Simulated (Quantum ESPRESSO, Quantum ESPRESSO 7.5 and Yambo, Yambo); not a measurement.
# BeTe (F-43m): Bethe-Salpeter spectra with Yambo

Aim: the absorption spectrum of BeTe (F-43m) with electron-hole interaction, and what each part of the kernel does.

Calculated with Quantum ESPRESSO 7.5 and Yambo 5.3.0; PBE and many-body steps on it, plane waves.

This is a report of a sequence of runs, with most program output left out.

The database entry behind the starting cell differs from later determinations by our own check (an axis about 1.5 % short against later determinations), so it need not match the best structure at ambient conditions.

### Step 1. The structure

It takes space group F-43m (No. 216, cubic). Conventional cell: a = 5.540 Å, b = 5.540 Å, c = 5.540 Å, α = 90.00°, β = 90.00°, γ = 90.00°. Nearest to Be lie 4 Te at 2.40 Å. Te has 4 Be at 2.40 Å nearest. Farther neighbours and most contacts between anions are not listed.

The cell and positions come from the Crystallography Open Database and are kept as given unless a step says otherwise.

### Step 2. Empty states on the mesh, 4×4×4 mesh, 152 bands

This step: Quantum ESPRESSO 7.5; DFT, PBE with spin-orbit coupling, plane waves, norm-conserving pseudopotentials.

The sums over transitions need many empty states on a uniform mesh; this step solves for them.

Input file pw.in:

```
&control
  calculation = 'nscf'
  prefix = 'x'
  outdir = 'o'
  pseudo_dir = 'pseudo'
/
&system
  ibrav = 0
  nat = 2
  ntyp = 2
  ecutwfc = 88.0
  nbnd = 152
  force_symmorphic = .true.
  noncolin = .true.
  lspinorb = .true.
/
&electrons
  conv_thr = 1e-9
  electron_maxstep = 80
  diago_full_acc = .true.
  diago_thr_init = 5e-6
/
ATOMIC_SPECIES
  Be 9.012 Be.upf
  Te 127.6 Te.upf
CELL_PARAMETERS angstrom
  0.0000000000 2.7700000000 2.7700000000
  2.7700000000 0.0000000000 2.7700000000
  2.7700000000 2.7700000000 -0.0000000000
ATOMIC_POSITIONS crystal
  Be 0.0000000000 0.0000000000 0.0000000000
  Te 0.2500000000 0.2500000000 0.2500000000
K_POINTS automatic
  4 4 4 0 0 0
```

Launch:

```
$ OMP_NUM_THREADS=1 mpirun -n 4 pw.x -nk 4 -in pw.in > pw.out
```

The job ended after 23 s (4 MPI ranks of Arm Neoverse V1, shared host; peak memory 0.63 GiB).

Numbers from this step:

- gap: 1.565 eV
- k of the valence top: 0, 0, 0
- k of the conduction bottom: 0, -0.5, -0.5
- least direct gap: 3.259 eV
- k points computed: 8
- lowest point of the top converged band, above the valence top: 64.1555 eV

On this mesh the gap is 1.565 eV.

The density comes from a self-consistent run that is not shown, made with spin-orbit coupling and fully relativistic files.

### Step 3. Conversion and set-up

This step: Yambo 5.3.0; conversion and set-up on PBE with spin-orbit coupling, plane waves, norm-conserving pseudopotentials.

The states are converted to the many-body program's format and the q mesh is built.

Launch:

```
$ (cd o/x.save; p2y > p2y.log; mv SAVE ../..); yambo > setup.log
```

Run time: 2.9 s. Hardware: 1 MPI rank; peak memory 0.25 GiB.

### Step 4. Screening and self-energy, 4×4×4 mesh, 152 bands, screening to 149.7 eV

G0W0 replaces the xc potential by the self-energy, built once from these orbitals. Only a window of levels is corrected, while the sums run over the empty bands that the input names.

This step: G0W0 on PBE with spin-orbit coupling, plane waves, norm-conserving pseudopotentials.

Input file gw1.in:

```
HF_and_locXC
gw0
dyson
ppa
em1d
rim_cut
RandQpts= 1000000
RandGvec= 1 RL
EXXRLvcs= 88 Ry
VXCRLvcs= 352 Ry
Chimod= "HARTREE"
% BndsRnXp
 1 | 152 |
%
NGsBlkXp= 11 Ry
% LongDrXp
 1 | 1 | 1 |
%
% GbndRnge
 1 | 152 |
%
DysSolver= "n"
ExtendOut
PPAPntXp= 27.21138 eV
% QPkrange
 1 | 8 | 23 | 34 |
%
```

Launch:

```
$ OMP_NUM_THREADS=1 mpirun -n 4 yambo -F gw1.in -J gw1 -C gw1 > gw1.log
```

Elapsed: 11 min, on 4 MPI ranks; peak memory 3.4 GiB; 46 min of CPU time.

This step gave:

- G0W0 gap on the mesh: 2.242 eV
- starting gap on the mesh: 1.565 eV
- k of the valence top: 0, 0, 0
- k of the conduction bottom: 0, -0.5, -0.5
- least direct G0W0 gap on the computed points: 4.214 eV

The gap on the mesh goes from 1.57 eV to 2.24 eV, a correction of +0.68 eV.

The gap opens by 0.676 eV; the next steps shift the empty bands rigidly by 0.955 eV, the correction at the start's least direct gap.

### Step 5. Excitons

Light makes an electron and a hole together. The Bethe-Salpeter equation adds their screened attraction and their exchange, in a window of bands around the gap.

This step: Bethe-Salpeter equation on PBE with a scissors shift with spin-orbit coupling, plane waves, norm-conserving pseudopotentials.

Input file bse3.in:

```
optics
bss
bse
em1s
dipoles
rim_cut
RandQpts= 1000000
RandGvec= 1 RL
Chimod= "HARTREE"
BSKmod= "SEX"
BSEmod= "resonant"
BSSmod= "d"
BSENGexx= 30 Ry
BSENGBlk= 6 Ry
% BSEQptR
 1 | 1 |
%
% BSEBands
 23 | 36 |
%
% BEnRange
 0 | 9 | eV
%
% BDmRange
 0.1 | 0.1 | eV
%
BEnSteps= 181
% BLongDir
 1 | 0 | 0 |
%
% BndsRnXs
 1 | 86 |
%
NGsBlkXs= 6 Ry
% LongDrXs
 1 | 1 | 1 |
%
% KfnQP_E
 0.955 | 1.0 | 1.0 |
%
WRbsWF
```

Launch:

```
$ OMP_NUM_THREADS=1 mpirun -n 4 yambo -F bse3.in -J bse3 -C bse3 > bse3.log
```

The job ended after 3.3 min (4 MPI ranks; peak memory 1.8 GiB; 13 min of CPU time).

Numbers from this step:

```yaml
transitions_in_the_window: 3072
direct_gap_of_the_transition_levels: 4.214 eV
lowest_state: 3.902 eV
first_strong_exciton_over_a_fiftieth_of_the_strongest_listed: 3.913 eV
binding_of_the_lowest_state_below_the_direct_gap: 0.3124 eV
coulomb_term_of_one_mesh_cell: 0.3141 eV
```

The binding is 0.99 times the screened Coulomb term of one mesh cell (0.31 eV), so it is not shown settled.

The lowest state lies at 3.902 eV, 0.312 eV under the direct gap.

Lines within 3 meV are set at the lowest of them, and the highest group, which the list may cut short, is left out. Exciton lines, with heights relative to the strongest:

```csv
position (eV),lines merged,"strength, relative"
3.901,5,1.2
3.913,3,29
3.961,7,3.9
3.979,8,100
```

The ε₂ has structure finer than the step of the table below, so its rows give means over 0.25 eV, whole bins alone (the curve runs from 0 to 9 eV). Peaks (eV: height): BSE 4.000: 18.1, 4.450: 43.2, 4.950: 43.2, 5.600: 41.0, 6.250: 11.8; no electron-hole interaction 5.450: 27.4, 6.000: 78.7.

Field along x; broadening 0.1 eV; transition window only. Limits: finite bands, cutoff and mesh; coarse k mesh; exciton not shown settled in the k mesh. Table of ε₂ by photon energy; means over each step:

```csv
photon energy (eV),BSE,no electron-hole interaction
0.25,0.0977,0.0727
0.50,0.109,0.0800
0.75,0.123,0.0885
1.00,0.140,0.0985
1.25,0.160,0.110
1.50,0.185,0.125
1.75,0.218,0.142
2.00,0.260,0.163
2.25,0.316,0.191
2.50,0.395,0.226
2.75,0.511,0.273
3.00,0.697,0.339
3.25,1.04,0.439
3.50,1.84,0.609
3.75,5.67,0.975
4.00,14.8,2.53
4.25,17.1,7.54
4.50,33.2,4.39
4.75,35.9,12.5
5.00,36.0,21.3
5.25,21.3,21.2
5.50,30.8,22.8
5.75,22.4,25.8
6.00,7.05,60.9
6.25,9.72,21.5
6.50,4.42,17.5
6.75,6.09,7.84
7.00,3.62,9.74
7.25,1.88,5.97
7.50,1.84,3.27
7.75,1.94,2.72
8.00,1.50,2.26
8.25,1.14,1.43
8.50,1.08,1.27
8.75,1.14,1.27
```

### Step 6. Levels from G0W0

This step: Bethe-Salpeter equation on PBE with G0W0 levels with spin-orbit coupling, plane waves, norm-conserving pseudopotentials.

Input file bse4.in:

```
optics
bss
bse
em1s
dipoles
rim_cut
RandQpts= 1000000
RandGvec= 1 RL
Chimod= "HARTREE"
BSKmod= "SEX"
BSEmod= "resonant"
BSSmod= "d"
BSENGexx= 30 Ry
BSENGBlk= 6 Ry
% BSEQptR
 1 | 1 |
%
% BSEBands
 23 | 34 |
%
% BEnRange
 0 | 8 | eV
%
% BDmRange
 0.1 | 0.1 | eV
%
BEnSteps= 161
% BLongDir
 1 | 0 | 0 |
%
% BndsRnXs
 1 | 86 |
%
NGsBlkXs= 6 Ry
% LongDrXs
 1 | 1 | 1 |
%
KfnQPdb= "E < ./gw1/ndb.QP"
WRbsWF
```

Launch:

```
$ OMP_NUM_THREADS=1 mpirun -n 4 yambo -F bse4.in -J bse4,bse3_W -C bse4 > bse4.log
```

Elapsed: 56 s, on 4 MPI ranks; peak memory 1.4 GiB; 3.7 min of CPU time.

Numbers from this step:

| Quantity | Value |
| --- | --- |
| transitions in the window | 2304 |
| direct gap of the transition levels | 4.214 eV |
| lowest state | 3.908 eV |
| first strong exciton (over a fiftieth of the strongest listed) | 3.912 eV |
| binding of the lowest state below the direct gap | 0.3064 eV |
| Coulomb term of one mesh cell | 0.3141 eV |

The binding is 0.98 times the screened Coulomb term of one mesh cell (0.31 eV), so it is not shown settled.

The lowest state lies at 3.908 eV, 0.306 eV under the direct gap.

### Step 7. Beyond Tamm-Dancoff

This step: Bethe-Salpeter equation on PBE with a scissors shift with spin-orbit coupling, plane waves, norm-conserving pseudopotentials.

bse5.in, as its differences from bse4.in of step 6:

```diff
@@ -10,3 +10,3 @@
 BSKmod= "SEX"
-BSEmod= "resonant"
+BSEmod= "coupling"
 BSSmod= "d"
@@ -18,3 +18,3 @@
 % BSEBands
- 23 | 34 |
+ 25 | 34 |
 %
@@ -37,3 +37,5 @@
 %
-KfnQPdb= "E < ./gw1/ndb.QP"
+% KfnQP_E
+ 0.955 | 1.0 | 1.0 |
+%
 WRbsWF
```

Launch:

```
$ OMP_NUM_THREADS=1 mpirun -n 4 yambo -F bse5.in -J bse5,bse3_W -C bse5 > bse5.log
```

The job ended after 2.5 min (4 MPI ranks; peak memory 3.4 GiB).

Numbers from this step:

```yaml
transitions_in_the_window: 1536
direct_gap_of_the_transition_levels: 4.214 eV
lowest_state: 3.909 eV
first_strong_exciton_over_a_fiftieth_of_the_strongest_listed: 3.912 eV
binding_of_the_lowest_state_below_the_direct_gap: 0.3053 eV
coulomb_term_of_one_mesh_cell: 0.3141 eV
```

The binding is 0.97 times the screened Coulomb term of one mesh cell (0.31 eV), so it is not shown settled.

The lowest state lies at 3.909 eV, 0.305 eV under the direct gap.

The ε₂ has structure finer than the step of the table below, so its rows give means over 0.25 eV, whole bins alone (the curve runs from 0 to 8 eV). Peaks (eV: height): BSE 4.000: 16.1, 4.500: 38.1, 4.750: 35.5, 5.000: 37.4, 5.600: 39.3, 6.250: 10.7; no electron-hole interaction 6.000: 78.3.

Field along x; broadening 0.1 eV; transition window only. Limits: finite bands, cutoff and mesh; coarse k mesh; exciton not shown settled in the k mesh. The ε₂ by photon energy; means over each step:

```csv
photon energy (eV),BSE,no electron-hole interaction
0.25,0.0157,0.0111
0.50,0.0320,0.0225
0.75,0.0493,0.0345
1.00,0.0685,0.0474
1.25,0.0903,0.0617
1.50,0.116,0.0779
1.75,0.147,0.0967
2.00,0.186,0.119
2.25,0.237,0.147
2.50,0.307,0.182
2.75,0.409,0.228
3.00,0.570,0.292
3.25,0.860,0.387
3.50,1.55,0.549
3.75,4.94,0.902
4.00,13.0,2.43
4.25,10.0,7.38
4.50,29.8,4.01
4.75,31.6,10.4
5.00,33.6,18.9
5.25,21.2,19.0
5.50,29.4,22.2
5.75,20.8,24.9
6.00,6.21,60.3
6.25,8.60,21.3
6.50,3.93,17.1
6.75,5.53,7.58
7.00,3.26,9.65
7.25,1.73,5.89
7.50,1.52,3.19
7.75,1.25,2.54
```

### Step 8. Finite momentum (q 2)

Input file bse6.in:

```
optics
bss
bse
em1s
dipoles
rim_cut
RandQpts= 1000000
RandGvec= 1 RL
Chimod= "HARTREE"
BSKmod= "SEX"
BSEmod= "resonant"
BSSmod= "d"
BSENGexx= 30 Ry
BSENGBlk= 6 Ry
% BSEQptR
 2 | 2 |
%
% BSEBands
 25 | 34 |
%
% BEnRange
 0 | 7 | eV
%
% BDmRange
 0.1 | 0.1 | eV
%
BEnSteps= 141
% BLongDir
 1 | 0 | 0 |
%
% BndsRnXs
 1 | 86 |
%
NGsBlkXs= 6 Ry
% LongDrXs
 1 | 1 | 1 |
%
% KfnQP_E
 0.955 | 1.0 | 1.0 |
%
WRbsWF
```

Launch:

```
$ OMP_NUM_THREADS=1 mpirun -n 4 yambo -F bse6.in -J bse6,bse3_W -C bse6 > bse6.log
```

Wall time 61 s (4 MPI ranks); peak memory 1.8 GiB; 4.1 min of CPU time.

This step gave:

```yaml
transitions_in_the_window: 1536
lowest_state: 3.650 eV
first_strong_exciton_over_a_fiftieth_of_the_strongest_listed: 3.679 eV
```

The lowest state lies at 3.650 eV.

The ε₂ has structure finer than the step of the table below, so its rows give means over 0.2 eV, whole bins alone (the curve runs from 0 to 7 eV). Peaks (eV: height): BSE 4.90: 2.99, 6.55: 10.1; no electron-hole interaction 5.15: 2.21, 6.80: 6.84.

Longitudinal response along q; broadening 0.1 eV; transition window only; momentum transfer q number 2. Limits: finite bands, cutoff and mesh; coarse k mesh; exciton not shown settled in the k mesh. The ε₂ by photon energy; means over each step:

```csv
photon energy (eV),BSE,no electron-hole interaction
0.2,0.0194,0.0163
0.4,0.0207,0.0173
0.6,0.0221,0.0183
0.8,0.0237,0.0196
1.0,0.0256,0.0209
1.2,0.0277,0.0224
1.4,0.0300,0.0241
1.6,0.0328,0.0260
1.8,0.0360,0.0282
2.0,0.0399,0.0307
2.2,0.0445,0.0337
2.4,0.0504,0.0372
2.6,0.0580,0.0416
2.8,0.0686,0.0470
3.0,0.0851,0.0543
3.2,0.116,0.0649
3.4,0.208,0.0826
3.6,0.692,0.122
3.8,0.655,0.291
4.0,0.454,0.700
4.2,0.889,0.430
4.4,0.585,0.511
4.6,0.991,0.515
4.8,2.47,0.520
5.0,2.00,1.35
5.2,1.43,1.90
5.4,1.33,1.17
5.6,1.89,1.06
5.8,2.18,0.962
6.0,2.29,1.32
6.2,4.01,1.17
6.4,7.64,1.85
6.6,9.35,3.77
6.8,8.47,6.56
```

### Step 9. Finite momentum (q 3)

bse7.in, as its differences from bse6.in of step 8:

```diff
@@ -15,3 +15,3 @@
 % BSEQptR
- 2 | 2 |
+ 3 | 3 |
 %
```

Launch:

```
$ OMP_NUM_THREADS=1 mpirun -n 4 yambo -F bse7.in -J bse7,bse3_W -C bse7 > bse7.log
```

Elapsed: 63 s, on 4 MPI ranks; peak memory 1.7 GiB; 4.2 min of CPU time.

Numbers from this step:

```yaml
transitions_in_the_window: 1536
lowest_state: 3.478 eV
first_strong_exciton_over_a_fiftieth_of_the_strongest_listed: 3.481 eV
```

The lowest state lies at 3.478 eV.

### Step 10. RPA with local fields (no direct term)

Input file bse8.in:

```
optics
bss
bse
em1s
dipoles
rim_cut
RandQpts= 1000000
RandGvec= 1 RL
Chimod= "HARTREE"
BSKmod= "HARTREE"
BSEmod= "resonant"
BSSmod= "h"
BSENGexx= 30 Ry
BSENGBlk= 6 Ry
% BSEQptR
 1 | 1 |
%
% BSEBands
 23 | 36 |
%
% BEnRange
 0 | 9 | eV
%
% BDmRange
 0.1 | 0.1 | eV
%
BEnSteps= 181
% BLongDir
 1 | 0 | 0 |
%
% BndsRnXs
 1 | 86 |
%
NGsBlkXs= 6 Ry
% LongDrXs
 1 | 1 | 1 |
%
% KfnQP_E
 0.955 | 1.0 | 1.0 |
%
BSHayTrs= -0.02
```

Launch:

```
$ OMP_NUM_THREADS=1 mpirun -n 4 yambo -F bse8.in -J bse8,bse3_W -C bse8 > bse8.log
```

Run time: 8.4 s. Hardware: 4 MPI ranks; peak memory 1.2 GiB; 33 s of CPU time.

This step gave:

| Item | Value |
| --- | --- |
| transitions in the window | 3072 |
| direct gap of the transition levels | 4.214 eV |

The ε₂ has structure finer than the step of the table below, so its rows give means over 0.25 eV, whole bins alone (the curve runs from 0 to 9 eV). Peaks (eV: height): BSE 5.450: 22.9, 6.100: 69.8, 6.600: 27.0; no electron-hole interaction 5.450: 27.4, 6.000: 78.7.

Field along x; broadening 0.1 eV; transition window only. Limits: finite bands, cutoff and mesh; coarse k mesh. Table of ε₂ by photon energy; means over each step:

| photon energy (eV) | BSE | no electron-hole interaction |
| --- | --- | --- |
| 0.25 | 0.0647 | 0.0727 |
| 0.50 | 0.0709 | 0.0800 |
| 0.75 | 0.0782 | 0.0885 |
| 1.00 | 0.0866 | 0.0985 |
| 1.25 | 0.0966 | 0.110 |
| 1.50 | 0.108 | 0.125 |
| 1.75 | 0.123 | 0.142 |
| 2.00 | 0.141 | 0.163 |
| 2.25 | 0.163 | 0.191 |
| 2.50 | 0.191 | 0.226 |
| 2.75 | 0.229 | 0.273 |
| 3.00 | 0.282 | 0.339 |
| 3.25 | 0.359 | 0.439 |
| 3.50 | 0.489 | 0.609 |
| 3.75 | 0.759 | 0.975 |
| 4.00 | 1.84 | 2.53 |
| 4.25 | 5.72 | 7.54 |
| 4.50 | 3.38 | 4.39 |
| 4.75 | 8.58 | 12.5 |
| 5.00 | 16.8 | 21.3 |
| 5.25 | 16.7 | 21.2 |
| 5.50 | 18.8 | 22.8 |
| 5.75 | 15.6 | 25.8 |
| 6.00 | 41.8 | 60.9 |
| 6.25 | 34.3 | 21.5 |
| 6.50 | 20.4 | 17.5 |
| 6.75 | 13.8 | 7.84 |
| 7.00 | 11.7 | 9.74 |
| 7.25 | 9.86 | 5.97 |
| 7.50 | 4.80 | 3.27 |
| 7.75 | 3.19 | 2.72 |
| 8.00 | 3.39 | 2.26 |
| 8.25 | 2.13 | 1.43 |
| 8.50 | 1.74 | 1.27 |
| 8.75 | 1.46 | 1.27 |

### Step 11. Negative scissors

Input file bse9.in:

```
optics
bss
bse
em1s
dipoles
rim_cut
RandQpts= 1000000
RandGvec= 1 RL
Chimod= "HARTREE"
BSKmod= "SEX"
BSEmod= "resonant"
BSSmod= "d"
BSENGexx= 30 Ry
BSENGBlk= 6 Ry
% BSEQptR
 1 | 1 |
%
% BSEBands
 25 | 33 |
%
% BEnRange
 0 | 7 | eV
%
% BDmRange
 0.1 | 0.1 | eV
%
BEnSteps= 141
% BLongDir
 1 | 0 | 0 |
%
% BndsRnXs
 1 | 86 |
%
NGsBlkXs= 6 Ry
% LongDrXs
 1 | 1 | 1 |
%
% KfnQP_E
 -3.0 | 1.0 | 1.0 |
%
WRbsWF
```

Launch:

```
$ OMP_NUM_THREADS=1 mpirun -n 4 yambo -F bse9.in -J bse9,bse3_W -C bse9 > bse9.log
```

Elapsed: 18 s, on 4 MPI ranks; peak memory 1.3 GiB; 67 s of CPU time.

The run ended normally, though the input holds a fault or crude settings.

The fault put into this input: negative scissors.

[end of part 1 of 2]

[Paths, hosts, dates, memory and timing lines, banners, echoed tables and standing remarks are left out of the program output.]

[Logs are printed without paths, hosts, clocks, repeated set-up lines and the standing remarks that a program may print on its own settings, such as how far it seeks lower states.]

[Runs of the session that timed out or met a known fault of the program may be left out.]

[Hosts, paths, dates, database ids (printed as entryN), source tags and the programs' standing remarks are cut or masked in the printed files.]
